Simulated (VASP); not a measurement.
# MnS (R-3m) in VASP: a series of runs

The runs below take MnS through single point, with PBE.

All numbers are computed with VASP 6.6.1; they aren't measurements. Logs are shortened: lines on timing, memory, paths and dates and some standing lists are left out, and cuts for length are marked.

### Step 1. Starting point

The structure is trigonal, space group R-3m (No. 166). Conventional cell: a = 3.660 Å, b = 3.660 Å, c = 8.913 Å, α = 90.00°, β = 90.00°, γ = 120.00°. Mn (site symmetry -3m) is surrounded by 6 S at 2.58 Å. Around S (site symmetry -3m) lie 6 Mn at 2.58 Å.

The cell is a database's computed one.

### Step 2. Single point, PBE, collinear spin, ferromagnetic start

Contents of INCAR:

```
SYSTEM = MnS
ADDGRID = .False.
ALGO = Normal
EDIFF = 1E-6
ENCUT = 1100
GGA = PE
ISIF = 2
ISMEAR = 0
ISPIN = 2
LASPH = .True.
LCHARG = .False.
LMAXMIX = 4
LORBIT = 11
LREAL = .False.
LWAVE = .False.
MAGMOM = 4 0
NELM = 100
PREC = Accurate
SIGMA = 0.05
```

Contents of KPOINTS:

```
k-points
0
Gamma
  4 4 4
  0 0 0
```

Contents of POSCAR:

```
MnS
1.0
    1.8299960138      1.0565486912      2.9709202777
   -1.8299960138      1.0565486912      2.9709202777
    0.0000000000     -2.1130973823      2.9709202777
Mn S
1 1
Direct
   -0.0003430000      0.0039840000     -0.0109630000
    0.4802460000      0.5015880000      0.5288910000
```

Potentials or basis: VASP PAW PBE potentials, release 64 (Mn_pv, S_h).

On the command line:

```console
cat potpaw_PBE.64/Mn_pv/POTCAR potpaw_PBE.64/S_h/POTCAR > POTCAR
mpirun -np 1 vasp_std > vasp.out
```

OUTCAR:

```text
SYSTEM = MnS
   EDIFF = 1E-6
   ENCUT = 1100
   GGA = PE
   ISIF = 2
   ISMEAR = 0
   ISPIN = 2
   LASPH = .True.
   LORBIT = 11
   LREAL = .False.
   NELM = 100
   PREC = Accurate

 Found     36 irreducible k-points:

 Following reciprocal coordinates:
            Coordinates               Weight
  0.000000  0.000000  0.000000      1.000000
  0.250000  0.000000  0.000000      2.000000
  0.000000  0.250000  0.000000      2.000000
 -0.000000 -0.000000  0.250000      2.000000
  0.500000  0.000000  0.000000      1.000000
  0.000000  0.500000  0.000000      1.000000
   k-points           NKPTS =     36   k-points in BZ     NKDIM =     36   number of bands    NBANDS=     15
   number of dos      NEDOS =    301   number of ions     NIONS =      2
   total plane-waves  NPLWV =  64000
   dimension x,y,z NGX =    40 NGY =   40 NGZ =   40
   dimension x,y,z NGXF=    80 NGYF=   80 NGZF=   80
   ions per type =               1   1
   NGX,Y,Z   is equivalent  to a cutoff of  18.24, 18.24, 18.24 a.u.
   NGXF,Y,Z  is equivalent  to a cutoff of  36.48, 36.48, 36.48 a.u.
 SYSTEM =  MnS
   PREC   = accura    normal or accurate (medium, high low for compatibility)
   ISTART =      0    job   : 0-new  1-cont  2-samecut
   ICHARG =      2    charge: 1-file 2-atom 10-const
   ISPIN  =      2    spin polarized calculation?
   LNONCOLLINEAR =      F non collinear calculations
   LSORBIT =      F    spin-orbit coupling
   LASPH  =      T    aspherical Exc in radial PAW
   ENCUT  = 1100.0 eV  80.85 Ry    8.99 a.u.   9.86  9.86  9.86*2*pi/ulx,y,z
   NELM   =    100;   NELMIN=  2; NELMDL= -5     # of ELM steps
   EDIFF  = 0.1E-05   stopping-criterion for ELM
   LREAL  =      F    real-space projection
   EDIFFG = 0.1E-04   stopping-criterion for IOM
   NSW    =      0    number of steps for IOM
   IBRION =     -1    ionic relax: 0-MD 1-quasi-New 2-CG
   NFREE  =      0    steps in history (QN), initial steepest desc. (CG)
   ISIF   =      2    stress and relaxation
   ISYM   =      2    0-nonsym 1-usesym 2-fastsym
   POTIM  = 0.5000    time-step for ionic-motion
   TEBEG  =    0.0;   TEEND  =   0.0 temperature during run
   PSTRESS=    0.0 pullay stress
   NELECT =      19.0000    total number of electrons
   NUPDOWN=      -1.0000    fix difference up-down
   EMIN   =  10.00;   EMAX   =-10.00  energy-range for DOS
   EFERMI =   0.00;   METHOD = LEGACY
   ISMEAR =     0;   SIGMA  =   0.05  broadening in eV -4-tet -1-fermi 0-gaus
   EFERMI_NEDOS =   21; number of points for ismear=-14 and -15
   IALGO  =     38    algorithm
   IMIX   =      4    mixing-type and parameters
     AMIX     =   0.40;   BMIX     =  1.00
     AMIX_MAG =   1.60;   BMIX_MAG =  1.00
  volume/ion in A,a.u.               =      17.23       116.29
  Fermi-wavevector in a.u.,A,eV,Ry     =   1.342349  2.536672 24.516344  1.801900
  Thomas-Fermi vector in A             =   2.470510
   LORBIT       =     11    0 simple, 1 ext, 2 COOP (PROOUT), +10 PAW based schemes
   GGA     = PE    functional components
   LHFCALC =     F    Hartree Fock is set to
   AEXX    =    0.0000 exact exchange contribution
   IVDW    =     0    specifies the selected vdW correction
   LEPSILON=     F    determine dielectric tensor
   LRPA    =     F    only Hartree local field effects (RPA)
 spin polarized calculation
 Gauss-broadening in eV      SIGMA  =   0.05
  energy-cutoff  :     1100.00
  volume of cell :       34.47
 maximum number of plane-waves:      2878
   NGX = 19   NGY = 19   NGZ = 19

 number of electron      19.0000000 magnetization       4.3808624

 Free energy of the ion-electron system (eV)
  ---------------------------------------------------
  ext. energy  EPLUGINS =         0.00000000
  ---------------------------------------------------
  free energy    TOTEN  =       -14.05529126 eV

  energy without entropy =      -14.05129460  energy(sigma->0) =      -14.05329293

 E-fermi :   7.4792     XC(G=0): -10.8244

 val. band max:        7.4626235500   @ k =   0.0000   0.0000   0.0000
 cond. band min:       7.4906039942   @ k =   0.2500   0.5000   0.5000
 fundamental gap:      0.0279804442
 Fermi energy:         7.4792188191

 spin component 1

 k-point     1 :       0.0000    0.0000    0.0000
  band No.  band energies     occupation
      1     -43.2930      1.00000
      2     -43.2787      1.00000
      3     -43.2442      1.00000
      4      -7.5176      1.00000
      5       3.8804      1.00000
      6       3.9197      1.00000
      7       3.9365      1.00000
      8       3.9958      1.00000
      9       4.0418      1.00000
     10       5.4283      1.00000
     11       5.4528      1.00000
     12       5.5111      1.00000
     13       9.1691      0.00000
     14      15.7449      0.00000
     15      15.8487      0.00000

 k-point     2 :       0.2500    0.0000    0.0000
  band No.  band energies     occupation
      1     -43.2938      1.00000
      2     -43.2819      1.00000
      3     -43.2460      1.00000
      4      -6.9221      1.00000
      5       1.9595      1.00000
      6       2.9218      1.00000
      7       2.9982      1.00000
      8       4.2378      1.00000
      9       4.2616      1.00000
     10       4.7228      1.00000
     11       6.7763      1.00000
     12       6.8087      1.00000
     13      10.9537      0.00000
     14      14.2993      0.00000
     15      14.4822      0.00000

 k-point     3 :       0.0000    0.2500    0.0000
  band No.  band energies     occupation
      1     -43.2949      1.00000
      2     -43.2794      1.00000
      3     -43.2476      1.00000
      4      -6.9218      1.00000
      5       1.9484      1.00000
      6       2.9373      1.00000
      7       3.0062      1.00000
      8       4.2303      1.00000
      9       4.2670      1.00000
     10       4.7138      1.00000
     11       6.7778      1.00000
     12       6.8002      1.00000
     13      10.9505      0.00000
     14      14.3106      0.00000
     15      14.5057      0.00000
[... 19 lines left out ...]
 k-point     5 :       0.5000    0.0000    0.0000
  band No.  band energies     occupation
      1     -43.2947      1.00000
      2     -43.2853      1.00000
      3     -43.2477      1.00000
      4      -6.1229      1.00000
      5       0.0574      1.00000
      6       2.3476      1.00000
      7       2.3906      1.00000
      8       4.5236      1.00000
      9       4.5497      1.00000
     10       4.9171      1.00000
     11       7.6971      0.00000
     12       7.7663      0.00000
     13      10.2031      0.00000
     14      12.6926      0.00000
     15      12.7652      0.00000

 k-point     6 :       0.0000    0.5000    0.0000
  band No.  band energies     occupation
      1     -43.2969      1.00000
      2     -43.2801      1.00000
      3     -43.2508      1.00000
      4      -6.1218      1.00000
      5       0.0515      1.00000
      6       2.3602      1.00000
      7       2.3921      1.00000
      8       4.5150      1.00000
      9       4.5573      1.00000
     10       4.9198      1.00000
     11       7.6784      0.00000
     12       7.7432      0.00000
     13      10.2238      0.00000
     14      12.7173      0.00000
     15      12.7631      0.00000

 [... further k-points ...]

 spin component 2

 k-point     1 :       0.0000    0.0000    0.0000
  band No.  band energies     occupation
      1     -38.9950      1.00000
      2     -38.9909      1.00000
      3     -38.9841      1.00000
      4      -7.2921      1.00000
      5       5.3392      1.00000
      6       5.3913      1.00000
      7       5.4132      1.00000
      8       7.4405      0.86338
      9       7.4626      0.68060
     10       7.5534      0.01800
     11       7.5881      0.00103
     12       7.6639      0.00000
     13      10.0921      0.00000
     14      16.6254      0.00000
     15      16.7899      0.00000

 k-point     2 :       0.2500    0.0000    0.0000
  band No.  band energies     occupation
      1     -38.9972      1.00000
      2     -38.9948      1.00000
      3     -38.9860      1.00000
      4      -6.7241      1.00000
      5       2.6208      1.00000
      6       4.3342      1.00000
      7       4.3936      1.00000
      8       7.8340      0.00000
      9       7.8929      0.00000
     10       7.9179      0.00000
     11       9.1338      0.00000
     12       9.1870      0.00000
     13      11.8296      0.00000
     14      15.1021      0.00000
     15      15.4694      0.00000

 k-point     3 :       0.0000    0.2500    0.0000
  band No.  band energies     occupation
      1     -38.9975      1.00000
      2     -38.9919      1.00000
      3     -38.9886      1.00000
      4      -6.7240      1.00000
      5       2.6153      1.00000
      6       4.3523      1.00000
      7       4.3982      1.00000
      8       7.8143      0.00000
      9       7.8608      0.00000
     10       7.9380      0.00000
     11       9.1273      0.00000
     12       9.2046      0.00000
     13      11.8191      0.00000
     14      15.1195      0.00000
     15      15.4895      0.00000
[... 19 lines left out ...]
 k-point     5 :       0.5000    0.0000    0.0000
  band No.  band energies     occupation
      1     -39.0024      1.00000
      2     -38.9962      1.00000
      3     -38.9873      1.00000
      4      -5.9786      1.00000
      5       0.6616      1.00000
      6       3.7200      1.00000
      7       3.7678      1.00000
      8       8.4183      0.00000
      9       8.4441      0.00000
     10       8.6267      0.00000
     11      10.0568      0.00000
     12      10.4018      0.00000
     13      10.9120      0.00000
     14      13.4846      0.00000
     15      13.5642      0.00000

 k-point     6 :       0.0000    0.5000    0.0000
  band No.  band energies     occupation
      1     -39.0015      1.00000
      2     -38.9929      1.00000
      3     -38.9914      1.00000
      4      -5.9785      1.00000
      5       0.6596      1.00000
      6       3.7357      1.00000
      7       3.7726      1.00000
      8       8.4210      0.00000
      9       8.4388      0.00000
     10       8.6162      0.00000
     11      10.0069      0.00000
     12      10.3671      0.00000
     13      10.9666      0.00000
     14      13.5104      0.00000
     15      13.5667      0.00000

 [... further k-points ...]

------------------------ aborting loop because EDIFF is reached ----------------------------------------

  FORCE on cell =-STRESS in cart. coord.  units (eV):
  Direction    XX          YY          ZZ          XY          YZ          ZX
  --------------------------------------------------------------------------------------
  -------------------------------------------------------------------------------------
  Total       -0.7977835     -1.0132526     -0.8159249      0.0256553      0.0275606     -0.0829805
  in kB      -37.0863197    -47.1027663    -37.9296529      1.1926280      1.2812020     -3.8574884
  external PRESSURE =     -40.7062463 kB  Pullay stress =       0.0000000 kB

 VOLUME and BASIS-vectors are now :
 -----------------------------------------------------------------------------
  energy-cutoff  :     1100.00
  volume of cell :       34.47
      direct lattice vectors                 reciprocal lattice vectors
     1.829996014  1.056548691  2.970920278     0.273224639  0.157746319  0.112198680
    -1.829996014  1.056548691  2.970920278    -0.273224639  0.157746319  0.112198680
     0.000000000 -2.113097382  2.970920278     0.000000000 -0.315492638  0.112198680

 POSITION                                       TOTAL-FORCE (eV/Angst)
 -----------------------------------------------------------------------------------
      1.82208     -1.02954      5.92009        -0.119554     -0.330705      0.172491
     -0.03906     -0.08024      4.48824         0.119554      0.330705     -0.172491
 -----------------------------------------------------------------------------------
    total drift:                               -0.000124      0.000012      0.000196

  FREE ENERGIE OF THE ION-ELECTRON SYSTEM (eV)
  ---------------------------------------------------
  free  energy   TOTEN  =       -14.0552912582 eV

  energy  without entropy=      -14.0512946045  energy(sigma->0) =      -14.05329293

 total charge

# of ion       s       p       d       tot
------------------------------------------
    1        0.217   6.169   4.964  11.350
    2        0.811   1.285   0.000   2.097
--------------------------------------------------
tot          1.028   7.454   4.964  13.447

 magnetization (x)

# of ion       s       p       d       tot
------------------------------------------
    1        0.048   0.038   3.949   4.035
    2        0.018   0.024   0.000   0.042
--------------------------------------------------
tot          0.066   0.062   3.949   4.077
```

Run time: 1.8 min. Hardware: 1 thread of Intel Xeon Platinum 8488C (Sapphire Rapids), shared host; peak memory 0.32 GiB.

These settings aren't checked as converged: the numbers below hold their error.

Results:

- Free energy: -14.0553 eV
- Pressure: -4.1 GPa
- Largest force: 0.392 eV/Å
- Band gap on the k mesh: none (metal or under the smearing width)
- Net moment: 4.38 μB per cell
- Site moments: Mn +4.04; S +0.04 μB
- Valence electrons inside the program's atomic spheres: Mn 11.35; S 2.10

Caveat: the k mesh is coarse (spacing up to 0.53 Å⁻¹), so the values aren't converged; a cell with one magnetic atom can't hold antiferromagnetic order, which such compounds often take; semilocal functionals often make such compounds metallic where correlation or magnetic order opens a gap, which also shifts bond lengths.

### Step 3. Single point, PBE, collinear spin, ferromagnetic start

INCAR: that of step 2 with these lines changed.

```diff
@@ -4,3 +4,3 @@
 EDIFF = 1E-6
-ENCUT = 1100
+ENCUT = 800
 GGA = PE
```

Contents of KPOINTS:

```
k-points
0
Gamma
  5 5 5
  0 0 0
```

Contents of POSCAR:

```
MnS
1.0
    1.8299960138      1.0565486912      2.9709202777
   -1.8299960138      1.0565486912      2.9709202777
    0.0000000000     -2.1130973823      2.9709202777
Mn S
1 1
Direct
    0.0000000000      0.0000000000      0.0000000000
    0.5000000000      0.5000000000      0.5000000000
```

Potentials or basis: VASP PAW PBE potentials, release 64 (Mn_pv, S_h).

On the command line:

```console
cat potpaw_PBE.64/Mn_pv/POTCAR potpaw_PBE.64/S_h/POTCAR > POTCAR
mpirun -np 1 vasp_std > vasp.out
```

OUTCAR:

```text
SYSTEM = MnS
   EDIFF = 1E-6
   ENCUT = 800
   GGA = PE
   ISIF = 2
   ISMEAR = 0
   ISPIN = 2
   LASPH = .True.
   LORBIT = 11
   LREAL = .False.
   NELM = 100
   PREC = Accurate

 Found     19 irreducible k-points:

 Following reciprocal coordinates:
            Coordinates               Weight
  0.000000  0.000000  0.000000      1.000000
  0.200000 -0.000000  0.000000      6.000000
  0.400000  0.000000  0.000000      6.000000
  0.200000  0.200000  0.000000      6.000000
  0.400000  0.200000 -0.000000     12.000000
 -0.400000  0.200000 -0.000000     12.000000
   k-points           NKPTS =     19   k-points in BZ     NKDIM =     19   number of bands    NBANDS=     15
   number of dos      NEDOS =    301   number of ions     NIONS =      2
   total plane-waves  NPLWV =  46656
   dimension x,y,z NGX =    36 NGY =   36 NGZ =   36
   dimension x,y,z NGXF=    72 NGYF=   72 NGZF=   72
   ions per type =               1   1
   NGX,Y,Z   is equivalent  to a cutoff of  16.42, 16.42, 16.42 a.u.
   NGXF,Y,Z  is equivalent  to a cutoff of  32.83, 32.83, 32.83 a.u.
 SYSTEM =  MnS
   PREC   = accura    normal or accurate (medium, high low for compatibility)
[... 285 lines left out ...]
     15      14.9246      0.00000

 [... further k-points ...]

------------------------ aborting loop because EDIFF is reached ----------------------------------------

  FORCE on cell =-STRESS in cart. coord.  units (eV):
  Direction    XX          YY          ZZ          XY          YZ          ZX
  --------------------------------------------------------------------------------------
  -------------------------------------------------------------------------------------
  Total       -0.6272623     -0.6272623     -0.5348297      0.0000000     -0.0000000     -0.0000000
  in kB      -29.1593520    -29.1593520    -24.8624674      0.0000000     -0.0000000     -0.0000000
  external PRESSURE =     -27.7270571 kB  Pullay stress =       0.0000000 kB

 VOLUME and BASIS-vectors are now :
 -----------------------------------------------------------------------------
  energy-cutoff  :      800.00
  volume of cell :       34.47
      direct lattice vectors                 reciprocal lattice vectors
     1.829996014  1.056548691  2.970920278     0.273224639  0.157746319  0.112198680
    -1.829996014  1.056548691  2.970920278    -0.273224639  0.157746319  0.112198680
     0.000000000 -2.113097382  2.970920278     0.000000000 -0.315492638  0.112198680

 POSITION                                       TOTAL-FORCE (eV/Angst)
 -----------------------------------------------------------------------------------
      0.00000      0.00000      0.00000         0.000000      0.000000      0.000000
      0.00000      0.00000      4.45638        -0.000000     -0.000000      0.000000
 -----------------------------------------------------------------------------------
    total drift:                                0.000000      0.000000      0.000000

  FREE ENERGIE OF THE ION-ELECTRON SYSTEM (eV)
  ---------------------------------------------------
  free  energy   TOTEN  =       -14.0857827616 eV

  energy  without entropy=      -14.0840963691  energy(sigma->0) =      -14.08493957

 total charge

# of ion       s       p       d       tot
------------------------------------------
    1        0.218   6.169   4.948  11.335
    2        0.812   1.288   0.000   2.100
--------------------------------------------------
tot          1.030   7.457   4.948  13.435

 magnetization (x)

# of ion       s       p       d       tot
------------------------------------------
    1        0.050   0.039   4.070   4.159
    2        0.020   0.034   0.000   0.054
--------------------------------------------------
tot          0.070   0.073   4.070   4.213
```

It took 47 s on 1 thread of Intel Xeon Platinum 8488C (Sapphire Rapids), shared host; peak memory 0.24 GiB.

These settings aren't checked as converged: the numbers below hold their error.

What came out:

- Free energy: -14.0858 eV
- Pressure: -2.8 GPa
- Band gap on the k mesh: none (metal or under the smearing width)
- Net moment: 4.55 μB per cell
- Site moments: Mn +4.16; S +0.05 μB
- Valence electrons inside the program's atomic spheres: Mn 11.34; S 2.10

Caveat: the k mesh is coarse (spacing up to 0.42 Å⁻¹), so the values aren't converged; a cell with one magnetic atom can't hold antiferromagnetic order, which such compounds often take; semilocal functionals often make such compounds metallic where correlation or magnetic order opens a gap, which also shifts bond lengths.

[end of part 1 of 2]
